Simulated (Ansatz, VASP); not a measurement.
# BW2: VASP beside Ansatz, part 2 of 2

Wanted: the spread between two codes on one cell, functional and k mesh.

VASP 6.6.1 and Ansatz 0.2.0.

So far: Starting point; Ansatz: relaxation of cell and atoms, r2SCAN with rVV10.

### Step 3. VASP: relaxation of cell and atoms, r2SCAN with rVV10

Level of this step: r2SCAN with rVV10; plane waves and PAW (B, W) (VASP).

The same cell, functional, mesh and smearing now go to VASP, with its own data sets and cutoff.

Lines of VASP's logs that name or quote its potential files are left out, and so is its time.

INCAR

```
SYSTEM = BW2
PREC = Accurate
ENCUT = 520
EDIFF = 1E-06
NELM = 100
ISMEAR = -1
SIGMA = 0.05
LREAL = .FALSE.
ALGO = Normal
METAGGA = R2SCAN
LUSE_VDW = .TRUE.
IVDW_NL = 2
BPARAM = 11.95
CPARAM = 0.0093
LASPH = .TRUE.
NBANDS = 21
LORBIT = 11
LWAVE = .FALSE.
LCHARG = .FALSE.
KPAR = 4
IBRION = 2
NSW = 60
ISIF = 3
EDIFFG = -0.01
```

POSCAR

```
BW2
1.0
   -2.7840000000      2.7840000000      2.3720000000
    2.7840000000     -2.7840000000      2.3720000000
    2.7840000000      2.7840000000     -2.3720000000
B W
2 4
Direct
    0.2500000000      0.2500000000      0.0000000000
    0.7500000000      0.7500000000      0.0000000000
    0.6692000000      0.1692000000      0.8384000000
    0.1692000000      0.3308000000      0.5000000000
    0.3308000000      0.8308000000      0.1616000000
    0.8308000000      0.6692000000      0.5000000000
```

KPOINTS

```
Automatic mesh
0
Gamma
5 5 5
0 0 0
```

Potentials, in the order of the species: B and W (PBE family, release 64).

Launch:

```sh
$ mpirun -np 4 vasp_std
```

Numbers of over 12 decimals in the logs are rounded to 6 here.

Output:

```text
[banner, memory and clock lines left out]
running    4 mpi-ranks, on    1 nodes
 distrk:  each k-point on    1 cores,    4 groups
 distr:  one band on    1 cores,    1 groups

 POSCAR found type information on POSCAR B W
 POSCAR found :  2 types and       6 ions
|                                                                             |
|               ----> ADVICE to this user running VASP <----                  |
|                                                                             |
|     You have switched on vdW-DFT.                                           |
|     This routine was written and supplied by Jiri Klimes. We recommend      |
|     that you carefully read and cite the following publications:            |
|       J. Klimes, D.R. Bowler, A. Michelides                                 |
|          J. Phys.: Cond Matt. 22 022201 (2010)                              |
|       J. Klimes, D.R. Bowler, A. Michelides                                 |
|          Phys. Rev. B. 83, 195131 (2011)                                    |
|     and references therein.                                                 |
|                                                                             |

|                                                                             |
|               ----> ADVICE to this user running VASP <----                  |
|                                                                             |
|     You enforced a specific xc type in the INCAR file but a different       |
|     [... a line on the potential file left out ...]
|     I HOPE YOU KNOW WHAT YOU ARE DOING!                                     |
|                                                                             |

 LDA part: xc-table for (None), standard interpolation
 POSCAR, INCAR and KPOINTS ok, starting setup
 FFT: planning ... GRIDC
 FFT: planning ... GRID_SOFT
 FFT: planning ... GRID
 WAVECAR not read
 entering main loop
       N       E                     dE             d eps       ncg     rms          rms(c)
Total rVV10 correction in eV:      0.4380262    48.9894232
Total rVV10 correction in eV:      0.4380262    48.9894232
Total rVV10 correction in eV:      0.4380262    48.9894232
Total rVV10 correction in eV:      0.4380262    48.9894232
DAV:   1    -0.478625013097E+02   -0.47863E+02   -0.14161E+04   756   0.136E+03
DAV:   2    -0.210945241793E+03   -0.16308E+03   -0.15291E+03   893   0.331E+02
DAV:   3    -0.224501127084E+03   -0.13556E+02   -0.12837E+02  1088   0.697E+01
DAV:   4    -0.224872109933E+03   -0.37098E+00   -0.36736E+00  1078   0.118E+01
DAV:   5    -0.224879437391E+03   -0.73275E-02   -0.73038E-02  1062   0.148E+00    0.449E+01
Total rVV10 correction in eV:      0.3943969    48.9894232
Total rVV10 correction in eV:      0.3943969    48.9894232
Total rVV10 correction in eV:      0.3943969    48.9894232
Total rVV10 correction in eV:      0.3943969    48.9894232
DAV:   6    -0.222154342960E+03    0.27251E+01   -0.13328E+01   942   0.179E+01    0.235E+01
Total rVV10 correction in eV:      0.3599071    48.9894232
Total rVV10 correction in eV:      0.3599071    48.9894232
Total rVV10 correction in eV:      0.3599071    48.9894232
Total rVV10 correction in eV:      0.3599071    48.9894232
DAV:   7    -0.221883905876E+03    0.27044E+00   -0.18955E+00  1012   0.900E+00    0.617E+00
Total rVV10 correction in eV:      0.3498130    48.9894232
Total rVV10 correction in eV:      0.3498130    48.9894232
Total rVV10 correction in eV:      0.3498130    48.9894232
Total rVV10 correction in eV:      0.3498130    48.9894232
DAV:   8    -0.221861574756E+03    0.22331E-01   -0.10447E-01   970   0.212E+00    0.817E-01
Total rVV10 correction in eV:      0.3486599    48.9894232
Total rVV10 correction in eV:      0.3486599    48.9894232
Total rVV10 correction in eV:      0.3486599    48.9894232
Total rVV10 correction in eV:      0.3486599    48.9894232
DAV:   9    -0.221862334905E+03   -0.76015E-03   -0.11891E-02   996   0.668E-01    0.181E-01
Total rVV10 correction in eV:      0.3491163    48.9894232
Total rVV10 correction in eV:      0.3491163    48.9894232
Total rVV10 correction in eV:      0.3491163    48.9894232
Total rVV10 correction in eV:      0.3491163    48.9894232
DAV:  10    -0.221862571844E+03   -0.23694E-03   -0.99924E-04  1065   0.187E-01    0.574E-02
Total rVV10 correction in eV:      0.3492804    48.9894232
Total rVV10 correction in eV:      0.3492804    48.9894232
Total rVV10 correction in eV:      0.3492804    48.9894232
Total rVV10 correction in eV:      0.3492804    48.9894232
DAV:  11    -0.221862632080E+03   -0.60236E-04   -0.14289E-04  1022   0.790E-02    0.240E-02
Total rVV10 correction in eV:      0.3492388    48.9894232
[...]
Total rVV10 correction in eV:      0.3325093    48.9894232
DAV:   6    -0.221804121890E+03   -0.33162E-05   -0.50033E-05   942   0.430E-02    0.125E-02
Total rVV10 correction in eV:      0.3325288    48.9894232
Total rVV10 correction in eV:      0.3325288    48.9894232
Total rVV10 correction in eV:      0.3325288    48.9894232
Total rVV10 correction in eV:      0.3325288    48.9894232
DAV:   7    -0.221804123044E+03   -0.11535E-05   -0.53359E-06   947   0.148E-02    0.547E-03
Total rVV10 correction in eV:      0.3325453    48.9894232
Total rVV10 correction in eV:      0.3325453    48.9894232
Total rVV10 correction in eV:      0.3325453    48.9894232
Total rVV10 correction in eV:      0.3325453    48.9894232
DAV:   8    -0.221804121519E+03    0.15250E-05   -0.40639E-07   518   0.423E-03    0.245E-03
Total rVV10 correction in eV:      0.3325414    48.9894232
Total rVV10 correction in eV:      0.3325414    48.9894232
Total rVV10 correction in eV:      0.3325414    48.9894232
Total rVV10 correction in eV:      0.3325414    48.9894232
DAV:   9    -0.221804121625E+03   -0.10574E-06   -0.73819E-08   508   0.241E-03
Total rVV10 correction in eV:      0.3325407    48.9894232
Total rVV10 correction in eV:      0.3325407    48.9894232
Total rVV10 correction in eV:      0.3325407    48.9894232
Total rVV10 correction in eV:      0.3325407    48.9894232
Total rVV10 correction in eV:      0.3325421    48.9894232
Total rVV10 correction in eV:      0.3325421    48.9894232
Total rVV10 correction in eV:      0.3325421    48.9894232
Total rVV10 correction in eV:      0.3325421    48.9894232
   2 F= -.22180412E+03 E0= -.22179429E+03  d E =0.585093E-01
[...]
3 F= -.22187241E+03 E0= -.22186203E+03  d E =-.977742E-02
[...]
4 F= -.22187341E+03 E0= -.22186352E+03  d E =-.100595E-02
 trial-energy change:   -0.001006  1 .order   -0.000997   -0.003630    0.001636
 step:   0.5915(harm=  0.5896)  dis= 0.00289  next Energy=  -221.873666 (dE=-0.126E-02)
 bond charge predicted
       N       E                     dE             d eps       ncg     rms          rms(c)
Total rVV10 correction in eV:      0.3447150    48.9894231
Total rVV10 correction in eV:      0.3447150    48.9894231
Total rVV10 correction in eV:      0.3447150    48.9894231
Total rVV10 correction in eV:      0.3447150    48.9894231
DAV:   1    -0.221873597044E+03   -0.18322E-03   -0.38507E-02   756   0.107E+00    0.592E-02
Total rVV10 correction in eV:      0.3446947    48.9894231
Total rVV10 correction in eV:      0.3446947    48.9894231
Total rVV10 correction in eV:      0.3446947    48.9894231
Total rVV10 correction in eV:      0.3446947    48.9894231
DAV:   2    -0.221873671149E+03   -0.74105E-04   -0.53562E-04  1102   0.149E-01    0.341E-02
Total rVV10 correction in eV:      0.3446764    48.9894231
Total rVV10 correction in eV:      0.3446764    48.9894231
Total rVV10 correction in eV:      0.3446764    48.9894231
Total rVV10 correction in eV:      0.3446764    48.9894231
DAV:   3    -0.221873665270E+03    0.58785E-05   -0.25293E-05   933   0.295E-02    0.119E-02
Total rVV10 correction in eV:      0.3446727    48.9894231
Total rVV10 correction in eV:      0.3446727    48.9894231
Total rVV10 correction in eV:      0.3446727    48.9894231
Total rVV10 correction in eV:      0.3446727    48.9894231
DAV:   4    -0.221873666120E+03   -0.84998E-06   -0.23561E-06   813   0.994E-03
Total rVV10 correction in eV:      0.3446780    48.9894231
Total rVV10 correction in eV:      0.3446780    48.9894231
Total rVV10 correction in eV:      0.3446780    48.9894231
Total rVV10 correction in eV:      0.3446780    48.9894231
Total rVV10 correction in eV:      0.3446762    48.9894231
Total rVV10 correction in eV:      0.3446762    48.9894231
Total rVV10 correction in eV:      0.3446762    48.9894231
Total rVV10 correction in eV:      0.3446762    48.9894231
   5 F= -.22187367E+03 E0= -.22186363E+03  d E =-.125777E-02
 curvature:  -0.31 expect dE=-0.288E-05 dE for cont linesearch -0.609E-07
 trial: gam=-0.00780 g(F)=  0.383E-06 g(S)=  0.889E-05 ort = 0.296E-04 (trialstep = 0.803E+00)
 search vector abs. value=  0.908E-05
 reached required accuracy - stopping structural energy minimisation
```

From OUTCAR (step 3):

```text
ion  position               nearest neighbor table
   1  0.250  0.250  0.000-   3 2.38   4 2.38   5 2.38   6 2.38   6 2.38   5 2.38   4 2.38   3 2.38

  LATTYP: Found a body centered tetragonal cell.
 ALAT       =     5.5680000000
 C/A-ratio  =     0.8520114943

 Subroutine GETGRP returns: Found 16 space group operations
 (whereof  8 operations were pure point group operations)

The static configuration has the point symmetry C_4h.
 The point group associated with its full space group is D_4h.

 Found     18 irreducible k-points:

   k-points           NKPTS =     18   k-points in BZ     NKDIM =     18   number of bands    NBANDS=     21

   dimension x,y,z NGX =    36 NGY =   36 NGZ =   36
   dimension x,y,z NGXF=    72 NGYF=   72 NGZF=   72

   ENCUT  =  520.0 eV  38.22 Ry    6.18 a.u.   8.55  8.55  8.55*2*pi/ulx,y,z

   NELECT =      30.0000    total number of electrons

 k-points in reciprocal lattice and weights: Automatic mesh
   0.00000000  0.00000000  0.00000000       0.008
   0.20000000 -0.00000000  0.00000000       0.064
   0.40000000  0.00000000  0.00000000       0.064
   0.20000000  0.20000000  0.00000000       0.064
   0.40000000  0.20000000  0.00000000       0.128
  -0.40000000  0.20000000  0.00000000       0.128
  -0.20000000  0.20000000  0.00000000       0.032
   0.40000000  0.40000000  0.00000000       0.064
  -0.40000000  0.40000000  0.00000000       0.032
[...]
-0.40000000  0.40000000  0.40000000       0.032
  -0.40000000 -0.40000000  0.40000000       0.016

 average (electrostatic) potential at core
       1 -25.9226       2 -25.9226       3 -42.9279       4 -42.9279       5 -42.9279
       6 -42.9279

 E-fermi :   8.3357

 k-point     1 :       0.0000    0.0000    0.0000
  band No.  band energies     occupation
    ...
     11       4.8106      2.00000
     12       5.3647      2.00000
     13       6.7903      2.00000
     14       7.3617      2.00000
     15       8.3062      1.28630
     16       9.2363      0.00000
     17       9.2363      0.00000
     18       9.9947      0.00000
     19      10.8970      0.00000
     20      10.8970      0.00000
    ...

 k-point     2 :       0.2000   -0.0000    0.0000
  band No.  band energies     occupation
    ...
     11       5.1516      2.00000
     12       6.1085      2.00000
     13       6.3854      2.00000
     14       6.9115      2.00000
     15       8.0643      1.99126
     16       9.1644      0.00000
     17       9.5612      0.00000
     18      10.4362      0.00000
     19      10.7921      0.00000
     20      10.8736      0.00000
    ...

 k-point     3 :       0.4000    0.0000    0.0000
  band No.  band energies     occupation
    ...
     11       5.0368      2.00000
     12       5.6241      2.00000
     13       6.2375      2.00000
     14       6.7498      2.00000
     15       7.9719      1.99862
     16       9.6186      0.00000
     17      10.2783      0.00000
     18      10.3241      0.00000
     19      10.6086      0.00000
     20      11.0026      0.00000
    ...

  Total       -0.0058896     -0.0058896      0.0321845      0.0000000     -0.0000000      0.0000000
  in kB       -0.1296178     -0.1296178      0.7083162      0.0000000     -0.0000000      0.0000000
  external PRESSURE =       0.1496936 kB  Pullay stress =       0.0000000 kB

  energy-cutoff  :      520.00
  volume of cell :       72.80
      direct lattice vectors                 reciprocal lattice vectors
    -2.772439009  2.772439009  2.367806444     0.000000000  0.180346618  0.211165909
     2.772439009 -2.772439009  2.367806444     0.180346618  0.000000000  0.211165909
     2.772439009  2.772439009 -2.367806444     0.180346618  0.180346618  0.000000000

 POSITION                                       TOTAL-FORCE (eV/Angst)
 -----------------------------------------------------------------------------------
      0.00000      0.00000      1.18390        -0.000000      0.000000      0.000000
      0.00000      0.00000      3.55171        -0.000000      0.000000      0.000000
      0.93361      3.70605      0.00000         0.000996      0.000996      0.000000
      1.83883      0.93361     -0.00000        -0.000996      0.000996     -0.000000
      1.83883     -0.93361      2.36781        -0.000996     -0.000996     -0.000000
      0.93361      1.83883      2.36781         0.000996     -0.000996     -0.000000
 -----------------------------------------------------------------------------------
    total drift:                               -0.000000      0.000000      0.000000

  FREE ENERGIE OF THE ION-ELECTRON SYSTEM (eV)
  ---------------------------------------------------
  free  energy   TOTEN  =      -221.8736661203 eV

  energy  without entropy=     -221.8536020903  energy(sigma->0) =     -221.86363411

 reached required accuracy - stopping structural energy minimisation

 total charge
# of ion       s       p       d       tot
------------------------------------------
    1        0.685   1.136   0.000   1.820
    2        0.685   1.136   0.000   1.820
    3        0.629   0.802   4.295   5.726
    4        0.629   0.802   4.295   5.726
    5        0.629   0.802   4.295   5.726
    6        0.629   0.802   4.295   5.726
--------------------------------------------------
tot          3.887   5.480  17.179  26.546

[... 3 further parts left out ...]
```

The data set W keeps the semicore shell frozen, which is cheaper and a little less accurate. The run keeps the 16 symmetry operations of its start, so it cannot find a distortion of lower symmetry.

### Step 4. Side by side

Known differences besides the potentials themselves: VASP keeps PBE cores, Ansatz makes them for the functional; both relaxations stop at a tolerance, which leaves soft axes loose, and VASP keeps its plane-wave basis; the data sets hold 62 valence electrons in Ansatz (default PAW (the set named soft_2) files) and 30 in VASP; the cutoff is 500 eV in Ansatz and 520 eV in VASP; Ansatz adds a Pulay correction to the stress that steers its cell, VASP none. Total energies have different zeros and are not compared.

The two programs side by side:

```csv
quantity,Ansatz,VASP,difference
volume (Å³),73.14,72.80,+0.47 %
"edge a after relaxation, in the typed setting (Å)",4.587,4.580,+0.15 %
```

The walks stopped with 0.02 GPa left in Ansatz and 0.01 GPa in VASP; each walk ends within a tolerance, so the volume difference is uncertain by about these residues over the bulk modulus, most in soft cells.

### Step 5. Results

```yaml
difference_in_volume_relaxation_of_cell_and_atoms_r2scan_with_rvv10: 0.47 %
```

What this shows: The difference in volume is 0.47 % (relaxation of cell and atoms, r2SCAN with rVV10), within the 1.2 % picked in this series as the mark of a large difference, as far as the stopping tolerances let one tell. Such differences can come from data sets, numerical settings and the points named under the comparisons, not from the functional's error against experiment.

[Lines on the potential files, build, host, timing and source positions are cut from VASP's logs without a mark.]

[Logs are printed without paths, hosts, clocks, repeated set-up lines and the standing remarks that a program may print on its own settings, such as how far it seeks lower states.]

[Hosts, paths, dates, database ids (printed as entryN), source tags and the programs' standing remarks are cut or masked in the printed files.]
